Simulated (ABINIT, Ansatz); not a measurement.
## NaCl (Fm-3m): G0W0 on several meshes in ABINIT

How does the mesh move the gap of NaCl (Fm-3m)?

Calculated with ABINIT 10.8.3; PBE and many-body steps on it, plane waves.

The database entry behind the starting cell differs from later determinations by our own check (an axis about 0.4 % short against later determinations), so it need not match the best structure at ambient conditions.

### 1. Set-up

Symmetry: Fm-3m, No. 225, cubic system. The conventional cell has a = 5.620 Å, b = 5.620 Å, c = 5.620 Å, α = 90.00°, β = 90.00°, γ = 90.00°. Nearest to Na lie 6 Cl at 2.81 Å. Nearest to Cl lie 6 Na at 2.81 Å. Farther neighbours and most contacts between anions are not listed.

The cell and positions come from the Crystallography Open Database and are kept as given unless a step says otherwise.

### 2. Empty states on the mesh, 6×6×6 mesh, 592 bands

This step: ABINIT 10.8.3; DFT, PBE, plane waves, norm-conserving pseudopotentials.

The sums over transitions need many empty states on a uniform mesh; this step solves for them.

Contents of run.abi:

```
acell 3*1.0 Angstrom
rprim 
  0.000000000000 2.810000000000 2.810000000000
  2.810000000000 0.000000000000 2.810000000000
  2.810000000000 2.810000000000 0.000000000000
ntypat 2
znucl 11 17
natom 2
typat 1 2
xred 
  0.000000000000 0.000000000000 0.000000000000
  0.500000000000 0.500000000000 0.500000000000
pp_dirpath "pseudos"
pseudos "Na.upf, Cl.upf"
ecut 38
ngkpt 6 6 6
nshiftk 1
shiftk 0 0 0
kptopt 1
chksymbreak 0
irdden 1
istwfk *1
nband 592
prtvol 0
optdriver 6
gwr_task "HDIAGO"
paral_kgb 0
occopt 1
indata_prefix "in"
outdata_prefix "out"
tmpdata_prefix "tmp"
```

Started as:

```bash
$ OMP_NUM_THREADS=1 mpirun -n 4 abinit run.abi > log
```

The log of the run:

```text
.Version 10.8.3 of ABINIT. v10.8.2 released Aug 2026.

 Symmetries : space group Fm -3 m (#225); Bravais cF (face-center cubic)
[... echo of the input left out ...]
== DATASET  1 ==================================================================
-   mpi_nproc: 4, omp_nthreads: 1 (-1 if OMP is not activated)

--- !DatasetInfo
iteration_state: {dtset: 1, }
dimensions: {natom: 2, nkpt: 16, mband: 592, nsppol: 1, nspinor: 1, nspden: 1, mpw: 3383, }
cutoff_energies: {ecut:  38.0, pawecutdg:  -1.0, }
[...]
Direct band gap semiconductor
 Fundamental gap:     5.150 (eV)
   VBM:    -0.539 (eV) at k: [ 0.0000E+00,  0.0000E+00,  0.0000E+00]
   CBM:     4.611 (eV) at k: [ 0.0000E+00,  0.0000E+00,  0.0000E+00]
 Direct gap:         5.150 (eV) at k: [ 0.0000E+00,  0.0000E+00,  0.0000E+00]

== END DATASET(S) ==============================================================
================================================================================

 -outvars: echo values of variables after computation  --------
           etotal      0.0000000000E+00
            nband         592
             nkpt          16
          spgroup         225
 [... the other variables as echoed above ...]

 Calculation completed.
```

The job ended after 63 s (4 MPI ranks of Intel Xeon 6975P-C (Granite Rapids), shared host; peak memory 2.8 GiB).

Numbers from this step:

```yaml
gap: 5.150 eV
k_of_the_valence_top: 0, 0, 0
k_of_the_conduction_bottom: 0, 0, 0
least_direct_gap: 5.150 eV
k_points_computed: 16
lowest_point_of_the_top_converged_band_above_the_valence_top: 311.7801 eV
```

On this mesh the gap is 5.150 eV.

The density comes from a self-consistent run that is not shown.

### 3. Screening, 6×6×6 mesh, 243 bands, screening to 247.6 eV

The RPA dielectric matrix is built and inverted for each q.

This step: RPA screening on PBE, plane waves, norm-conserving pseudopotentials.

Edit run.abi of step 2 so:

```diff
@@ -20,10 +20,11 @@
 chksymbreak 0
-irdden 1
 istwfk *1
-nband 592
-prtvol 0
-optdriver 6
-gwr_task "HDIAGO"
-paral_kgb 0
 occopt 1
+irdwfk 1
+optdriver 3
+nband 243
+ecuteps 9.1
+inclvkb 2
+awtr 1
+symchi 1
 indata_prefix "in"
```

The log of the run:

```text
.Version 10.8.3 of ABINIT. v10.8.2 released Aug 2026.

 Symmetries : space group Fm -3 m (#225); Bravais cF (face-center cubic)
[... echo of the input left out ...]
== DATASET  1 ==================================================================
-   mpi_nproc: 4, omp_nthreads: 1 (-1 if OMP is not activated)

--- !DatasetInfo
iteration_state: {dtset: 1, }
dimensions: {natom: 2, nkpt: 16, mband: 243, nsppol: 1, nspinor: 1, nspden: 1, mpw: 3383, }
cutoff_energies: {ecut:  38.0, pawecutdg:  -1.0, }
electrons: {nelect:   1.60000000E+01, charge:   0.00000000E+00, occopt:   1.00000000E+00, tsmear:   1.00000000E-02, }

 SCREENING: Calculation of the susceptibility and dielectric matrices

 Based on a program developped by R.W. Godby, V. Olevano, G. Onida, and L. Reining.
 Incorporated in ABINIT by V. Olevano, G.-M. Rignanese, and M. Torrent.
.Using double precision arithmetic ; gwpc =  8

[... cell and pseudopotentials left out ...]
--------------------------------------------------------------------------------

 ==== K-mesh for the wavefunctions ====
 Number of points in the irreducible wedge :    16
[... list of points left out ...]
 Together with 48 symmetry operations and time-reversal symmetry
 yields   216 points in the full Brillouin Zone.

 ==== Q-mesh for the screening function ====
 Number of points in the irreducible wedge :    16
[... list of points left out ...]
 Together with 48 symmetry operations and time-reversal symmetry
 yields   216 points in the full Brillouin Zone.

 setmesh: FFT mesh size selected  =    32x   32x   32
          total number of points  =        32768

 vcoul_init : cutoff-mode = AUXILIARY_FUNCTION
 q-points for optical limit:   1
     1)      0.000010    0.000020    0.000030

- screening: taking advantage of time-reversal symmetry
- Maximum band index for partially occupied states nbvw = 8
- Remaining bands to be divided among processors   nbcw = 235
- Number of bands treated by each node ~58

 Number of electrons calculated from density =   16.0000; Expected =   16.0000
 average of density, n =  0.053429
 r_s =    1.6471
 omega_plasma =   22.2968 [eV]

 calculating chi0 at frequencies [eV] :
  1    0.000000E+00    0.000000E+00
  2    0.000000E+00    2.229681E+01

--------------------------------------------------------------------------------
  q-point number  1        q = ( 0.000000, 0.000000, 0.000000) [r.l.u.]
--------------------------------------------------------------------------------
[... chi0 elements left out ...]
 For q-point:  0.000010 0.000020 0.000030
  dielectric constant =   2.3520
  dielectric constant without local fields =   2.7669

  Average fulfillment of the sum rule on Im[epsilon] for q-point    1 :     81.86  [%]
[... wings left out ...]
  q-point number  2        q = ( 0.166667, 0.000000, 0.000000) [r.l.u.]
--------------------------------------------------------------------------------
[... chi0 elements left out ...]
  Average fulfillment of the sum rule on Im[epsilon] for q-point    2 :     88.37  [%]

 [... 14 further q-points ...]
```

The job ended after 5 min (4 MPI ranks; peak memory 3 GiB).

This step gave:

```
ε∞ with local fields, on this mesh, along the program's q direction : 2.352
the same without local fields                                       : 2.767
plasma frequency                                                    : 22.30 eV
plane waves in the screening matrix                                 : 387
```

Local fields lower ε∞ by 15 %.

### 4. 6×6×6

The self-energy is evaluated for the states that the input lists, and the levels follow from it, in one-shot runs by the linearised quasiparticle equation.

This step: G0W0 on PBE, plane waves, norm-conserving pseudopotentials.

Edit run.abi of step 3 so:

```diff
@@ -23,8 +23,15 @@
 irdwfk 1
-optdriver 3
+optdriver 4
 nband 243
+gwcalctyp 0
+ecutsigx 38
+symsigma 1
+nkptgw 1
+kptgw 
+  0.0000000000 0.0000000000 0.0000000000
+bdgw 
+  6 12
 ecuteps 9.1
-inclvkb 2
-awtr 1
-symchi 1
+irdscr 1
+ppmodel 1
 indata_prefix "in"
```

The log of the run:

```text
.Version 10.8.3 of ABINIT. v10.8.2 released Aug 2026.

 Symmetries : space group Fm -3 m (#225); Bravais cF (face-center cubic)
[... echo of the input left out ...]
== DATASET  1 ==================================================================
-   mpi_nproc: 4, omp_nthreads: 1 (-1 if OMP is not activated)

--- !DatasetInfo
iteration_state: {dtset: 1, }
dimensions: {natom: 2, nkpt: 16, mband: 243, nsppol: 1, nspinor: 1, nspden: 1, mpw: 3383, }
cutoff_energies: {ecut:  38.0, pawecutdg:  -1.0, }
electrons: {nelect:   1.60000000E+01, charge:   0.00000000E+00, occopt:   1.00000000E+00, tsmear:   1.00000000E-02, }

 SIGMA: Calculation of the GW corrections

 Based on a program developped by R.W. Godby, V. Olevano, G. Onida, and L. Reining.
 Incorporated in ABINIT by V. Olevano, G.-M. Rignanese, and M. Torrent.
.Using double precision arithmetic ; gwpc =  8

[... cell and pseudopotentials left out ...]
--------------------------------------------------------------------------------

 ==== K-mesh for the wavefunctions ====
 Number of points in the irreducible wedge :    16
[... list of points left out ...]
 Together with 48 symmetry operations and time-reversal symmetry
 yields   216 points in the full Brillouin Zone.

 ==== Q-mesh for screening function ====
 Number of points in the irreducible wedge :    16
[... list of points left out ...]
 Together with 48 symmetry operations and time-reversal symmetry
 yields   216 points in the full Brillouin Zone.

 vcoul_init : cutoff-mode = AUXILIARY_FUNCTION
 q-points for optical limit:   1
     1)      0.000010    0.000020    0.000030
 setmesh: FFT mesh size selected  =    45x   45x   45
          total number of points  =        91125

 Number of electrons calculated from density =   16.0000; Expected =   16.0000
 average of density, n =  0.053429
 r_s =    1.6471
 omega_plasma =   22.2968 [eV]

 === KS Band Gaps ===
  >>>> For spin  1
   Minimum direct gap =   5.1497 [eV], located at k-point      :   0.0000  0.0000  0.0000
   Fundamental gap    =   5.1497 [eV], Top of valence bands at :   0.0000  0.0000  0.0000
                                       Bottom of conduction at :   0.0000  0.0000  0.0000
 SIGMA fundamental parameters:
 PLASMON POLE MODEL  1
 number of plane-waves for SigmaX                 3383
 number of plane-waves for SigmaC and W            387
 number of plane-waves for wavefunctions          3383
 number of bands                                   243
 number of independent spin polarizations            1
 number of spinorial components                      1
 number of k-points in IBZ                          16
 number of q-points in IBZ                          16
 number of symmetry operations                      48
 number of k-points in BZ                          216
 number of q-points in BZ                          216
 number of frequencies for dSigma/dE                 9
 frequency step for dSigma/dE [eV]                0.25
 number of omega for Sigma on real axis              0
 max omega for Sigma on real axis  [eV]           0.00
 zcut for avoiding poles [eV]                     0.10

 EPSILON^-1 parameters (SCR file):
 dimension of the eps^-1 matrix on file            387
 dimension of the eps^-1 matrix used               387
 number of plane-waves for wavefunctions          3383
 number of bands                                   243
 number of q-points in IBZ                          16
 number of frequencies                               2
 number of real frequencies                          1
 number of imag frequencies                          1

 matrix elements of self-energy operator (all in [eV])

 Perturbative Calculation

--- !SelfEnergy_ee
iteration_state: {dtset: 1, }
kpoint     : [   0.000,    0.000,    0.000, ]
spin       : 1
KS_gap     :    5.150
QP_gap     :    8.149
Delta_QP_KS:    2.999
data: !SigmaeeData |
     Band     E0 <VxcDFT>   SigX SigC(E0)      Z dSigC/dE  Sig(E)    E-E0       E
        6  -0.539 -14.493 -18.976   1.656   0.809  -0.236 -16.779  -2.286  -2.825
        7  -0.539 -14.493 -18.976   1.656   0.809  -0.236 -16.779  -2.286  -2.825
        8  -0.539 -14.493 -18.976   1.656   0.809  -0.236 -16.779  -2.286  -2.825
        9   4.611  -8.179  -4.218  -3.135   0.864  -0.158  -7.466   0.713   5.324
       10  10.523  -8.377  -3.612  -3.361   0.857  -0.167  -7.175   1.203  11.726
       11  10.523  -8.377  -3.612  -3.361   0.857  -0.167  -7.175   1.203  11.726
       12  10.523  -8.377  -3.612  -3.361   0.857  -0.167  -7.175   1.203  11.726

== END DATASET(S) ==============================================================
================================================================================

 -outvars: echo values of variables after computation  --------
           etotal      0.0000000000E+00
            nband         243
             nkpt          16
          spgroup         225
 [... the other variables as echoed above ...]

 Calculation completed.
```

Wall time 34 s (4 MPI ranks); peak memory 3.2 GiB.

This step gave:

```
G0W0 gap on the points computed              : 8.149 eV
starting gap on the mesh                     : 5.150 eV
k of the valence top                         : 0, 0, 0
k of the conduction bottom                   : 0, 0, 0
Z at the valence top                         : 0.809
Z at the conduction bottom                   : 0.864
least direct G0W0 gap on the computed points : 8.149 eV
```

The gap on the mesh goes from 5.15 eV to 8.15 eV, a correction of +3.00 eV.

### 5. Empty states on the mesh, 4×4×4 mesh, 251 bands

This step: DFT, PBE, plane waves, norm-conserving pseudopotentials.

Edit run.abi of step 4 so:

```diff
@@ -15,3 +15,3 @@
 ecut 38
-ngkpt 6 6 6
+ngkpt 4 4 4
 nshiftk 1
@@ -20,18 +20,10 @@
 chksymbreak 0
+irdden 1
 istwfk *1
+nband 251
+prtvol 0
+optdriver 6
+gwr_task "HDIAGO"
+paral_kgb 0
 occopt 1
-irdwfk 1
-optdriver 4
-nband 243
-gwcalctyp 0
-ecutsigx 38
-symsigma 1
-nkptgw 1
-kptgw 
-  0.0000000000 0.0000000000 0.0000000000
-bdgw 
-  6 12
-ecuteps 9.1
-irdscr 1
-ppmodel 1
 indata_prefix "in"
```

The log of the run:

```text
[banner, memory and clock lines left out]
.Version 10.8.3 of ABINIT. v10.8.2 released Aug 2026.

 Symmetries : space group Fm -3 m (#225); Bravais cF (face-center cubic)
[... echo of the input left out ...]
== DATASET  1 ==================================================================
-   mpi_nproc: 4, omp_nthreads: 1 (-1 if OMP is not activated)

--- !DatasetInfo
iteration_state: {dtset: 1, }
dimensions: {natom: 2, nkpt: 8, mband: 251, nsppol: 1, nspinor: 1, nspden: 1, mpw: 3383, }
cutoff_energies: {ecut:  38.0, pawecutdg:  -1.0, }
[...]
Integrated=    1.6000E+01

 === KS gaps after direct diagonalization ===
 Direct band gap semiconductor
 Fundamental gap:     5.150 (eV)
   VBM:    -0.539 (eV) at k: [ 0.0000E+00,  0.0000E+00,  0.0000E+00]
   CBM:     4.611 (eV) at k: [ 0.0000E+00,  0.0000E+00,  0.0000E+00]
 Direct gap:         5.150 (eV) at k: [ 0.0000E+00,  0.0000E+00,  0.0000E+00]

== END DATASET(S) ==============================================================

 -outvars: echo values of variables after computation  --------
           etotal      0.0000000000E+00
            nband         251
             nkpt           8
          spgroup         225
 [... the other variables as echoed above ...]

 Calculation completed.
```

Run time: 31 s. Hardware: 4 MPI ranks; peak memory 2.7 GiB.

Numbers from this step:

- gap: 5.150 eV
- k of the valence top: 0, 0, 0
- k of the conduction bottom: 0, 0, 0
- least direct gap: 5.150 eV
- k points computed: 8
- lowest point of the top converged band, above the valence top: 166.7566 eV

On this mesh the gap is 5.150 eV.

(Part 1 of 2 ends here.)

[Paths, hosts, dates, memory and timing lines, banners, echoed tables and standing remarks are left out of the program output.]

[Logs are printed without paths, hosts, clocks, repeated set-up lines and the standing remarks that a program may print on its own settings, such as how far it seeks lower states.]

[Runs of the session that timed out or met a known fault of the program may be left out.]

[Hosts, paths, dates, database ids (printed as entryN), source tags and the programs' standing remarks are cut or masked in the printed files.]

[G0W0 gaps are taken among the corrected bands and points alone; a level outside them can change the order at an edge.]

[Where Ansatz stands beside ABINIT at settings called matched, ABINIT's density can come from a denser mesh and the files from another edition; pairs whose starting gaps differed by over 0.03 eV were left out, so agreement reads better than it is.]
